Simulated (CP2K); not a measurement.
Crystal: ZrN.

```
Zr N
1.0
     3.25269    0.00000    0.00000
     1.62635    2.81691    0.00000
     1.62635    0.93897    2.65581
Zr N
1 1
Cartesian
  3.2527 1.8779 1.3279
  0.0000 0.0000 0.0000
```

Base run:

| Property | Result |
| --- | --- |
| Program | CP2K 2026.2 |
| Functional | PBEsol |
| Potentials or basis | POTENTIAL_UZH Zr GTH-PBE-q12, N GTH-PBE-q5; TZVP-MOLOPT-PBE-GTH basis |
| Density cutoff | 6123 eV |
| k mesh | 10 × 10 × 10 |
| Occupations | fermi-dirac, width 0.05 eV |
| Spin | no spin polarisation |

Its results: band gap on the k mesh none (metal or under the smearing width); pressure -4.6 GPa.

Question: The run is repeated on the same cell with these changes: functional from PBEsol to PBE. What comes out?

Answer: Band gap on the k mesh none (metal or under the smearing width); pressure 1.5 GPa.

PBE binds less tightly than PBEsol, so the same cell stands under more pressure.

Caveats: the basis of atomic orbitals isn't converged, which shifts pressures, moduli and gaps; the potentials were made for another functional, which shifts forces and pressure (some runs).
